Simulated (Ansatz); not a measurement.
# Convergence of a linear-scaling basis for V/W superlattice along [001] (64 atoms), part 2 of 2

Wanted: errors and times of a linear-scaling basis for V/W superlattice along [001] (64 atoms). A setting counts as converged where the r.m.s. difference of forces stays under 1 % of the r.m.s. force.

Ansatz 0.2.0; Kohn-Sham DFT, PBE, PAW (set soft_2), plane waves.

The cell: 32 V and 32 W. The host structure and its lattice constant were typed by rule, without a check against the phase diagram. No spin–orbit coupling is included.

So far. Step 3 (Support functions low): Forces differ from the reference by 0.79 meV/Å r.m.s., 0.23 % of their size, well within a tolerance of 1 %; the energy by -1.7 meV/atom. Step 4 (Support functions medium): Forces differ from the reference by 0.82 meV/Å r.m.s., 0.24 % of their size, well within a tolerance of 1 %; the energy by -1.7 meV/atom.

### Step 6. Support functions medium, radius 3.31 Å

Level of this step: Kohn-Sham DFT, PBE, PAW (set soft_2), localised support functions (medium) (Ansatz).

The radius confines each support function; a larger one gives more freedom and more work per atom.

input.yaml

```yaml
crystal:
  lattice:
    - [6.195, 0.0, 0.0]
    - [0.0, 6.195, 0.0]
    - [0.0, 0.0, 24.78867]
  atoms:
    [... the 64 atom lines of step 2 ...]
kpoints:
  mp_grid: { grid: [3, 3, 1] }
hamiltonian:
  xc: pbe
scf:
  occupations: { method: cold, width: 0.15 }
  eigensolver: { kind: { support_functions: { accuracy: medium, radius: 3.31 } } }
  mixing: { beta: 0.2 }
  max_iter: 150
output:
  forces: true
  eigenvalues: true
```

Started as:

```
ansatz run input.yaml --threads 8 --pin off --max-ram 15872MiB --backend cpu --events-out ev --progress --plain --runs-dir out
```

Numbers of over 12 decimals in the logs are rounded to 6 here.

The program printed:

```text
Warning: scf.eigensolver.kind.support_functions: disabling space-group detection — the functions' gradient is summed over unrotated k-points, so no spatial operation reduces the k-mesh or symmetrises the density; time reversal is kept, so that k and −k are solved as one point where they differ and the mesh holds both, and exact exchange and, on two spinor components, a DFT+U term hold to it where the run has them: [...]
settings of this run that can trade accuracy for cost: scf.eigensolver.kind.support_functions [...]
Engine: ansatz 0.2.0, aarch64-unknown-linux-gnu
Pseudopotentials: kind: paw
Pseudopotential: V, paw, valence charge 13, recommended cutoff 420 eV (normal), V.paw.azcp
Pseudopotential: W, paw, valence charge 14, recommended cutoff 420 eV (normal), W.paw.azcp
[... 5 lines on functional and potentials left out ...]
Error: SCF: the radius of support functions is under 3.58 Å, the least for these sites at the functions' level (scf.eigensolver.kind.support_functions.accuracy). Use scf.eigensolver.kind: auto, or type scf.eigensolver.kind.support_functions.radius at least as long, [...]
```

Run time: 3.1 s. Hardware: 8 threads of Arm Neoverse N1, shared host; peak memory 0.29 GiB.

The program refuses radii under 3.58 Å for these atoms at this level.

### Step 7. Support functions medium, radius 3.54 Å

The radius confines each support function; a larger one gives more freedom and more work per atom.

input.yaml, the sections that differ from step 6:

```yaml
scf:
  occupations: { method: cold, width: 0.15 }
  eigensolver: { kind: { support_functions: { accuracy: medium, radius: 3.54 } } }
  mixing: { beta: 0.2 }
  max_iter: 150
# crystal, kpoints, hamiltonian, output: as in step 6
```

The program printed:

```text
Warning: scf.eigensolver.kind.support_functions: disabling space-group detection — the functions' gradient is summed over unrotated k-points, so no spatial operation reduces the k-mesh or symmetrises the density; time reversal is kept, so that k and −k are solved as one point where they differ and the mesh holds both, and exact exchange and, on two spinor components, a DFT+U term hold to it where the run has them: [...]
settings of this run that can trade accuracy for cost: scf.eigensolver.kind.support_functions [...]
Engine: ansatz 0.2.0, aarch64-unknown-linux-gnu
Pseudopotentials: kind: paw
Pseudopotential: V, paw, valence charge 13, recommended cutoff 420 eV (normal), V.paw.azcp
Pseudopotential: W, paw, valence charge 14, recommended cutoff 420 eV (normal), W.paw.azcp
[... 5 lines on functional and potentials left out ...]
Error: SCF: the radius of support functions is under 3.58 Å, the least for these sites at the functions' level (scf.eigensolver.kind.support_functions.accuracy). Use scf.eigensolver.kind: auto, or type scf.eigensolver.kind.support_functions.radius at least as long, [...]
```

It took 3 s on 8 threads; peak memory 0.29 GiB.

The program refuses radii under 3.58 Å for these atoms at this level.

Runs without a result: support functions medium, radius 3.01 Å (error); support functions medium, radius 3.31 Å (error); support functions medium, radius 3.54 Å (error).

### Step 8. Cost against change

Differences are against the plane-wave reference (Kohn-Sham DFT, PBE, PAW (set soft_2), plane waves), whose r.m.s. force component is 0.340 eV/Å. Energies are set beside the reference only for runs with its functional, potentials and electron count. Times are for 8 threads of Arm Neoverse N1, shared host. The reference's time includes the DOS, ELF, the stress and grids, which some other runs skip.

| run | Δ force, r.m.s. (meV/Å) | share of r.m.s. force (%) | Δ energy (meV/atom) | cycles | time | host memory (GiB) |
| --- | --- | --- | --- | --- | --- | --- |
| reference | - | - | - | 9 | 6.8 min | 9.4 |
| support functions low | 0.792 | 0.233 | -1.65 | 18 | 9 min | 3.5 |
| support functions medium | 0.822 | 0.242 | -1.65 | 22 | 7.4 min | 3.5 |

### Step 9. The reference in detail

The comparisons rest on this run, so its electronic structure is set out here.

Length of the force by element:

| element | coordination | atoms | mean length of the force (eV/Å) | spread | least | most |
| --- | --- | --- | --- | --- | --- | --- |
| V | all | 32 | 0.308 | 0.174 | 0.0634 | 0.784 |
| W | all | 32 | 0.689 | 0.309 | 0.177 | 1.43 |

By region:

| region | atoms | mean length of the force (eV/Å) |
| --- | --- | --- |
| V | 32 | 0.308 |
| W | 32 | 0.689 |

States in the cell by windows of 0.5 eV, zero at the Fermi level; the larger projections on atomic orbitals stand beside the total:

| from (eV) | to (eV) | total | W d | V d | W s | V s |
| --- | --- | --- | --- | --- | --- | --- |
| -10 | -9.5 | 0.0 | 0.0 | 0.0 | 0.0 | 0.0 |
| -9.5 | -9 | 0.2 | 0.0 | 0.0 | 0.2 | 0.0 |
| -9 | -8.5 | 0.9 | 0.0 | 0.0 | 0.9 | 0.0 |
| -8.5 | -8 | 0.9 | 0.0 | 0.0 | 0.8 | 0.0 |
| -8 | -7.5 | 1.2 | 0.0 | 0.0 | 1.1 | 0.1 |
| -7.5 | -7 | 1.6 | 0.1 | 0.0 | 1.4 | 0.1 |
| -7 | -6.5 | 3.2 | 0.6 | 0.0 | 2.4 | 0.1 |
| -6.5 | -6 | 5.7 | 2.1 | 0.0 | 2.9 | 0.5 |
| -6 | -5.5 | 9.2 | 5.0 | 0.1 | 2.8 | 1.1 |
| -5.5 | -5 | 15.0 | 9.8 | 0.2 | 3.2 | 1.5 |
| -5 | -4.5 | 15.0 | 10.3 | 0.4 | 2.5 | 1.6 |
| -4.5 | -4 | 17.0 | 12.2 | 0.7 | 1.6 | 2.2 |
| -4 | -3.5 | 15.8 | 10.5 | 1.3 | 0.7 | 2.9 |
| -3.5 | -3 | 27.1 | 19.6 | 3.1 | 0.5 | 3.4 |
| -3 | -2.5 | 32.2 | 19.2 | 8.3 | 0.5 | 3.6 |
| -2.5 | -2 | 37.8 | 18.1 | 14.6 | 0.9 | 3.0 |
| -2 | -1.5 | 40.4 | 19.4 | 16.1 | 1.5 | 1.8 |
| -1.5 | -1 | 36.1 | 14.9 | 17.7 | 1.3 | 0.6 |
| -1 | -0.5 | 46.2 | 9.1 | 32.7 | 1.2 | 0.8 |
| -0.5 | 0 | 43.2 | 7.3 | 30.4 | 0.8 | 2.0 |
| 0 | 0.5 | 23.1 | 4.5 | 15.2 | 0.3 | 1.3 |
| 0.5 | 1 | 20.5 | 9.0 | 9.5 | 0.3 | 0.2 |
| 1 | 1.5 | 26.9 | 11.8 | 13.2 | 0.3 | 0.1 |
| 1.5 | 2 | 40.8 | 14.2 | 25.5 | 0.2 | 0.2 |

The stored curve holds about 349 of the 864 electrons; the rest, give or take the few that broadening carries across the Fermi level, lie in deeper levels below its range.

The levels nearest the highest filled one (over half full), pooled over k-points and spins:

| level less the highest filled one (eV) | occupation |
| --- | --- |
| -0.0282 | 1.40 |
| -0.025 | 1.37 |
| -0.0194 | 1.31 |
| -0.0049 | 1.17 |
| -1.0e-4 | 1.12 |
| 0 | 1.12 |
| 0.0192 | 0.93 |
| 0.0212 | 0.91 |
| 0.0423 | 0.717 |
| 0.0461 | 0.685 |
| 0.0642 | 0.54 |
| 0.065 | 0.534 |

Planar average of the electrostatic potential energy along the normal, with the Fermi level as zero, after a running mean with a triangular window 4 Å wide at its base:

| height (Å) | potential energy (eV) |
| --- | --- |
| 0.0 | -8.16 |
| 0.7 | -7.32 |
| 1.4 | -7.24 |
| 2.1 | -7.18 |
| 2.8 | -7.28 |
| 3.6 | -7.32 |
| 4.3 | -7.38 |
| 5.0 | -7.31 |
| 5.6 | -7.27 |
| 6.3 | -7.24 |
| 7.0 | -7.27 |
| 7.7 | -7.34 |
| 8.4 | -7.32 |
| 9.1 | -7.35 |
| 9.9 | -7.75 |
| 10.6 | -9.00 |
| 11.3 | -10.48 |
| 12.0 | -11.99 |
| 12.7 | -12.44 |
| 13.4 | -12.75 |
| 14.0 | -12.65 |
| 14.7 | -12.79 |
| 15.6 | -12.95 |
| 16.3 | -12.97 |
| 16.9 | -13.07 |
| 17.6 | -12.80 |
| 18.3 | -13.03 |
| 19.0 | -12.81 |
| 19.7 | -12.94 |
| 20.4 | -12.83 |
| 21.1 | -12.72 |
| 21.9 | -12.71 |
| 22.6 | -12.23 |
| 23.3 | -11.40 |
| 24.0 | -9.70 |
| 24.7 | -8.39 |

Valence density in the ca plane at fractional y = 0.000, with atoms of V and W within 0.2 Å of it. It is the smooth field of the valence electrons, not physical close to the nuclei.

Values in units of 1e0 e/Å³, 9 rows by 16 columns, each cell a mean:
```
 5.4  0.5  1.2  3.7  0.6  0.7  4.0  1.3  0.4  3.4  1.6  0.3  2.9  2.5  0.3  2.7
 0.3  0.2  0.3  0.5  0.3  0.3  0.7  0.4  0.3  0.5  0.4  0.3  0.5  0.5  0.3  0.3
 0.3  0.2  0.3  0.4  0.3  0.3  0.4  0.3  0.3  0.4  0.3  0.3  0.4  0.4  0.3  0.3
 3.7  0.4  0.9  2.9  0.5  0.5  2.8  0.9  0.4  2.7  1.3  0.3  2.3  1.9  0.3  1.8
10.0  0.6  1.6  4.7  0.8  0.8  4.7  1.6  0.5  4.3  2.3  0.3  3.6  3.1  0.3  4.4
 1.4  0.3  0.6  1.8  0.4  0.4  1.9  0.7  0.4  1.7  0.9  0.3  1.3  1.1  0.3  0.8
 0.2  0.2  0.3  0.3  0.3  0.3  0.3  0.3  0.3  0.3  0.3  0.3  0.3  0.3  0.3  0.2
 0.9  0.3  0.5  1.2  0.4  0.3  0.9  0.4  0.3  1.1  0.6  0.3  0.8  0.7  0.3  0.5
 9.0  0.7  1.6  4.5  0.7  0.7  4.3  1.4  0.5  4.1  2.1  0.3  3.3  2.9  0.3  3.8
```
Columns run along c (16.0 Å, from fractional 0.35 to 1.00 of the cell), rows up along a (6.2 Å). Atoms in or near the plane, at fractional coordinates: V at (0.00, 0.00), V at (0.36, 0.00), V at (0.36, 0.50), W at (0.48, 0.00), W at (0.48, 0.50), W at (0.61, 0.99), W at (0.61, 0.50), W at (0.74, 0.00), W at (0.74, 0.50), W at (0.87, 0.00), W at (0.87, 0.50).

Electrostatic potential energy in the ca plane at fractional y = 0.000, with atoms of V and W within 0.2 Å of it. With pseudopotentials it is smooth inside the atoms' cores, unlike the true potential.

Ten even steps from '0' (-49 eV) to '9' (21 eV), each cell a mean:
```
55579984001599973001699962003799851004899855
55689996435799985324799985346899974236999975
88999999878999998768999998778999998778999998
99999999999999999999999999999999999999999999
99999999999999999999999999999999999999999999
88999999878999998778999998778999998779999998
55689996324799986335899985236899974236999975
56579984001589973002699962003799851004899855
66579983001489972001599951002799840003899855
55589985212699974113799973114899862125899965
76899998656899997546899986557999986568999987
99999999989999999889999999889999999899999999
99999999999999999999999999999999999999999999
99999999889999999999999999889999999899999999
66799997556899998657899986457999986568999987
55579984112699985213799962114899962125899965
66569973001589972001589851002799840003899855
```
Columns run along c (16.0 Å, from fractional 0.35 to 1.00 of the cell; values clipped at the 3rd and 97th percentile), rows up along a (6.2 Å). Atoms in or near the plane, at fractional coordinates: V at (0.00, 0.00), V at (0.36, 0.00), V at (0.36, 0.50), W at (0.48, 0.00), W at (0.48, 0.50), W at (0.61, 0.99), W at (0.61, 0.50), W at (0.74, 0.00), W at (0.74, 0.50), W at (0.87, 0.00), W at (0.87, 0.50).

Within 0.4 eV of the Fermi level the largest share is V d (74 % of the projected weight).

### Step 10. Local order

These statistics describe the geometry on which the runs were made.

Density 13.1 g/cm³, 14.86 Å³ an atom.

g(r), total and by pair (bins of 0.2 Å):

| r (Å) | total | V-V | V-W | W-W |
| --- | --- | --- | --- | --- |
| 2.50 | 0.08 | 0.33 | 0.00 | 0.00 |
| 2.70 | 6.49 | 11.44 | 1.65 | 11.21 |
| 2.90 | 0.38 | 1.26 | 0.13 | 0.00 |
| 3.10 | 2.93 | 5.65 | 0.42 | 5.22 |
| 3.30 | 0.39 | 0.00 | 0.07 | 1.42 |
| 3.50 | 0.00 | 0.00 | 0.00 | 0.00 |
| 3.70 | 0.00 | 0.00 | 0.00 | 0.00 |
| 3.90 | 0.00 | 0.00 | 0.00 | 0.00 |
| 4.10 | 0.00 | 0.00 | 0.00 | 0.00 |
| 4.30 | 2.35 | 5.67 | 0.86 | 2.02 |
| 4.50 | 1.35 | 0.64 | 0.37 | 4.00 |
| 4.70 | 0.00 | 0.00 | 0.00 | 0.00 |
| 4.90 | 0.58 | 1.85 | 0.24 | 0.00 |
| 5.10 | 3.96 | 6.81 | 1.64 | 5.77 |
| 5.30 | 1.82 | 2.55 | 0.93 | 2.88 |
| 5.50 | 0.65 | 0.00 | 0.25 | 2.12 |
| 5.70 | 0.00 | 0.00 | 0.00 | 0.00 |
| 5.90 | 0.10 | 0.31 | 0.04 | 0.00 |
| 6.10 | 0.68 | 1.26 | 0.10 | 1.24 |
| 6.30 | 0.07 | 0.00 | 0.13 | 0.00 |
| 6.50 | 0.20 | 0.36 | 0.09 | 0.28 |
| 6.70 | 2.46 | 5.14 | 1.54 | 1.64 |
| 6.90 | 2.96 | 3.54 | 1.35 | 5.58 |
| 7.10 | 0.54 | 0.00 | 0.36 | 1.44 |
| 7.30 | 0.13 | 0.42 | 0.04 | 0.01 |
| 7.50 | 1.24 | 2.89 | 0.90 | 0.26 |
| 7.70 | 1.20 | 0.58 | 0.77 | 2.67 |
| 7.90 | 0.63 | 1.22 | 0.51 | 0.30 |

Local excerpt of 15 atoms (numbers count through the whole input) about W63, which bears the longest force; x, y, z are measured from there.

| atom | x | y | z | distance (Å) | Fx | Fy | Fz (eV/Å) |
| --- | --- | --- | --- | --- | --- | --- | --- |
| W63 | 0.00 | 0.00 | 0.00 | 0.00 | 0.92 | -0.34 | 1.05 |
| W51 | -1.52 | 1.52 | -1.56 | 2.65 | 0.65 | 0.29 | 0.04 |
| V1 | -1.52 | 1.50 | 1.63 | 2.69 | 0.24 | 0.28 | -0.16 |
| W57 | -1.51 | -1.59 | -1.57 | 2.70 | -0.11 | -0.08 | 0.27 |
| W55 | 1.61 | 1.50 | -1.57 | 2.70 | -0.53 | 0.17 | 0.30 |
| V3 | -1.51 | -1.56 | 1.62 | 2.71 | 0.11 | -0.15 | -0.10 |
| W60 | 1.60 | -1.58 | -1.58 | 2.75 | 0.03 | 0.11 | 0.36 |
| V2 | 1.61 | 1.53 | 1.63 | 2.76 | -0.22 | -0.17 | -0.25 |
| V6 | 1.56 | -1.59 | 1.63 | 2.77 | 0.25 | 0.34 | -0.32 |
| W64 | -3.03 | -0.04 | 0.03 | 3.03 | -0.84 | -0.12 | 0.65 |
| W59 | 0.04 | -3.10 | 0.04 | 3.10 | -0.12 | -0.49 | 0.47 |
| W59 | 0.04 | 3.10 | 0.04 | 3.10 | -0.12 | -0.49 | 0.47 |
| V10 | 0.09 | -0.02 | 3.13 | 3.13 | -0.34 | -0.08 | 0.02 |
| W64 | 3.17 | -0.04 | 0.03 | 3.17 | -0.84 | -0.12 | 0.65 |
| W58 | 0.00 | -0.06 | -3.20 | 3.20 | 1.02 | 0.51 | 0.16 |

### Step 11. Summary of results

```json
{"free energy per atom": "-6648.6040 eV/atom", "density": "13.11 g/cm³", "pressure": "2.121 GPa", "r.m.s. force component": "0.3403 eV/Å", "wall time of the 3 DFT runs": "23 min"}
```

In words: Against plane waves at 420 eV, the forces differ by 0.82 meV/Å (0.24 %) with support functions medium. Differences between support functions and plane waves include what basis error the plane-wave run still has.

47 levels are partly filled, by over 2 % (on the run's k-points), as in a metal.

**Limits.** The geometry was built by rule, was displaced at random and isn't relaxed at this level: its force components are 0.34 eV/Å r.m.s. The stress is far from hydrostatic: its diagonal is 3.4, 3.4, -0.5 GPa, compression counted positive. The pressure of 2.1 GPa belongs to a cell and atoms that aren't relaxed at this level.

[Logs are printed without paths, hosts, clocks, repeated set-up lines and the standing remarks that a program may print on its own settings, such as how far it seeks lower states.]

[Hosts, paths, dates, database ids (printed as entryN), source tags and the programs' standing remarks are cut or masked in the printed files.]
